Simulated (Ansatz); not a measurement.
# S (P4_2/mnm), generalised stacking fault

These are results of DFT PBE+D3(BJ), scalar-relativistic, plane waves, PAW in Ansatz 0.2.0, not measurements. Cutoff 420 eV, Γ-centred 9×16×5 k-points, Gaussian smearing of 0.15 eV. No spin polarisation. Energies are free energies at this smearing, counted from the undisturbed cell; pressure is positive in compression.

Zero of the scan (relaxed at this level; with this scan's settings it stands at 0.1 GPa; this form isn't the usual structure):

```yaml
crystal:
  lattice:
    - [0.00000, -5.47627, 0.00000]
    - [0.00000, 0.00000, -2.96025]
    - [10.95255, 0.00000, 0.00000]
  atoms:
    - { symbol: S, position: [0.12267, 0.50000, 0.31367] }
    - { symbol: S, position: [0.12267, 0.50000, 0.81367] }
    - { symbol: S, position: [0.87733, 0.50000, 0.93633] }
    - { symbol: S, position: [0.87733, 0.50000, 0.43633] }
    - { symbol: S, position: [0.37733, 0.00000, 0.06367] }
    - { symbol: S, position: [0.37733, 0.00000, 0.56367] }
    - { symbol: S, position: [0.62267, 0.00000, 0.18633] }
    - { symbol: S, position: [0.62267, 0.00000, 0.68633] }
```

The cut lies on the cell's a–b face, a (1 0 0) plane (indices in the standard cell, whose axes needn't be the Cartesian ones shown) of area 16.21 Å², between layers 1.39 Å apart. Vector c is tilted by f times 1·a − 1·b (length 6.225 Å) with the atoms' Cartesian places fixed: one unrelaxed fault a cell. The cell is metallic on the mesh throughout.

```
     f  γ (mJ/m²) shear traction, the slope of γ along the slip (GPa)
0.0000          0                                                  0.0
0.1000          ?                                                    ?
0.2000        744                                                 19.4
0.3000       2464                                                 36.2
0.4000       6637                                                107.3
```

By symmetry 0.6000 repeats 0.4000, 0.8000 repeats 0.2000 in energy; the slope of the energy along the path changes sign there.

(1) Give the withheld values.

## Answers

(1) γ (mJ/m²) at f = 0.1000: 94; shear traction, the slope of γ along the slip (GPa) at f = 0.1000: 3.8.

Cost: 5 runs of about 7 core-minutes in all, on Intel Xeon Platinum 8581C (Emerald Rapids) (shared hosts).